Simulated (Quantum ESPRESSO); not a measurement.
Crystal: C.

```
CELL_PARAMETERS angstrom
0.00000 1.78337 1.78337
1.78337 0.00000 1.78337
1.78337 1.78337 0.00000
ATOMIC_POSITIONS crystal
C 0.75000 0.75000 0.75000
C 0.50000 0.50000 0.50000
```

This isn't the form of C at room conditions, which is graphite.

| Quantity | Value |
| --- | --- |
| Program | Quantum ESPRESSO 7.5 |
| Task | phonons |
| Functional | PBE |
| Potentials or basis | PseudoDojo 0.4 SR PBE stringent |
| Cutoff | 1116 eV |
| Density cutoff | 4463 eV |
| k mesh | 13 × 13 × 13 |
| Occupations | cold, width 0.2 eV |
| Spin | no spin polarisation |
| Mixing beta | 0.5 |
| Most SCF iterations | 120 |
| SCF threshold | 4e-10 Ry |

The first run showed a gap, so the response started from a second, tighter run with fixed occupations.

At Γ the optical frequencies are 1296 1296 1296 cm⁻¹, at a pressure of 1.8 GPa.

Problem. How do the modes respond when the cell is scaled evenly, at fixed shape?

Solution. The highest mode has a Grüneisen parameter of 1.00 and moves by +2.9 cm⁻¹ per GPa. None of the listed modes softens on compression. The pressures give a bulk modulus of about 440 GPa.

Frequencies at 99 % and 101 % of the volume (pressures 6.4 and -2.5 GPa), ions relaxed:
```csv
mode,99 % (cm⁻¹),101 % (cm⁻¹),Grüneisen parameter
4,1309.3,1283.5,1.00
5,1309.3,1283.5,1.00
6,1309.3,1283.5,1.00
```

Modes are matched by their order; those that don't vary smoothly over the three volumes are left out.

Caveat: this smearing can shift energies of a crystal with a gap; on a mesh that holds Γ this program's dielectric tensor can be off by some percent beyond the error of the mesh; an odd mesh through Γ misses points on the zone boundary, where band edges often lie.
